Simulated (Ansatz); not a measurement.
## BaS: how strain makes field gradients

```
CELL_PARAMETERS angstrom
0.00000 3.19375 3.19375
3.19375 0.00000 3.19375
3.19375 3.19375 0.00000
ATOMIC_POSITIONS crystal
Ba 0.00000 0.00000 0.00000
S 0.50000 0.50000 0.50000
```

Atoms are numbered in the order listed.

The cell is COD entry 9008600, as deposited and not checked against the literature; nothing was relaxed.

All numbers below come from Ansatz 0.2.0, DFT, LDA, all-electron PAW with datasets made for the crystal, scalar-relativistic.

Settings: a Γ-centred 7×7×7 k mesh, Fermi–Dirac smearing of 0.01 eV, cutoff 260 eV (chosen by the program for this cell), no spin polarisation.

The strain is applied along the Cartesian axes of the cell as listed (the other components stay zero). Fractional coordinates are held (clamped ions).

The columns are Cartesian components of the electric field gradient at the nuclei, in 10²¹ V/m².

No spin–orbit coupling: at heavy atoms the gradients can be off by tens of per cent for that reason.

Only quantities that a quadratic follows smoothly over the whole series are listed; rougher ones are left out.

```csv
εzz,Vzz at Ba1,Vzz at S2
-0.0200,-2.74,-0.82
0.0000,0.00,0.00
0.0100,1.26,0.38
0.0200,2.45,0.73
```

(1) Fit the series and give the gradient–strain slopes.

(2) One run, at εzz = -0.0100, is withheld. Predict its row.

Answers

(1) Least-squares fits y = p0 + p1 x + p2 x² to the rows give Vzz at Ba1: p1 = 130, p2 = -360; Vzz at S2: p1 = 38.8, p2 = -120. The slopes p1 are in 10²¹ V/m² per unit strain, for clamped ions.

(2) The fits give -1.33, -0.40; the run gave -1.33, -0.40.
